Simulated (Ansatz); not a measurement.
# Structures of Li5NbO5: which is lowest?

Plane-wave DFT in Ansatz with scalar-relativistic PAW potentials, cutoff 420 eV, Γ-centred meshes chosen by cell and gap, Gaussian smearing with energies taken to zero width. Every cell was relaxed (cell and atoms) in a run of its own, within the symmetry of its start. Functional: PBEsol.

Relaxed structures (starts from databases or built by putting these elements on another compound's sites):
A. C2/m, 11 atoms in the computed cell, a = 9.649 Å, b = 4.008 Å, c = 5.777 Å, β = 108.7°; sites (symmetry × multiplicity) Li 2/m × 2 + m × 4 + m × 4, Nb 2/m × 2, O 2/m × 2 + m × 4 + m × 4; start: database
B. C2/c, 22 atoms in the computed cell, a = 5.653 Å, b = 9.192 Å, c = 8.945 Å, β = 104.5°; sites (symmetry × multiplicity) Li 1 × 8 + 1 × 8 + 2 × 4, Nb 2 × 4, O 1 × 8 + 1 × 8 + 2 × 4; start: database

Q: Rank them by energy. Could pressure change the order?

A:
| structure | group | E − E(lowest) (meV/atom) | V (Å³/atom) | gap on mesh (eV) |
| --- | --- | --- | --- | --- |
| A | C2/m | 0.0 | 9.62 | 3.19 |
| B | C2/c | 23.5 | 10.23 | 3.96 |

A is lowest, 24 meV/atom under B. The lowest is also the densest of these, so pressure wouldn't bring one of the others in at first order. Other structures may lie lower than all of these, and vibrations aren't counted.